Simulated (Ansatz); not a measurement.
**Relativity in SnO**

```yaml
crystal:
  lattice:
    - [0.00000, 2.73759, 2.73759]
    - [2.73759, 0.00000, 2.73759]
    - [2.73759, 2.73759, 0.00000]
  atoms:
    - { symbol: Sn, position: [0.00000, 0.00000, 0.00000] }
    - { symbol: O, position: [0.25000, 0.25000, 0.25000] }
```

Atom numbers follow the list: Sn1, O2.

The cell was built from the zincblende type and relaxed in the same program, and has space group F-43m; it needn't be a known or the stable phase.

One fixed cell is solved with PBE by LAPW (all electrons) in Ansatz 0.2.0 under different relativistic treatments. Pressure is positive in compression.

The runs use a Γ-centred 12×12×12 k mesh, Fermi–Dirac smearing of 0.08 eV, basis error target 1 meV/atom, no spin polarisation.

```json
{"setting": "scalar-relativistic", "P (GPa)": "0.03", "lowest level at Γ above −25 eV, from the valence-band top or, without a gap, the Fermi level (eV)": "?"}
{"setting": "non-relativistic", "P (GPa)": "-1.80", "lowest level at Γ above −25 eV, from the valence-band top or, without a gap, the Fermi level (eV)": "-23.51"}
{"setting": "with spin–orbit coupling", "P (GPa)": "-0.02", "lowest level at Γ above −25 eV, from the valence-band top or, without a gap, the Fermi level (eV)": "?"}
```

Task: What belongs in the row "scalar-relativistic", column "lowest level at Γ above −25 eV, from the valence-band top or, without a gap, the Fermi level (eV)"?

Result: -21.69.

Task: Fill in "lowest level at Γ above −25 eV, from the valence-band top or, without a gap, the Fermi level (eV)" for the row "with spin–orbit coupling".

Result: -22.27.
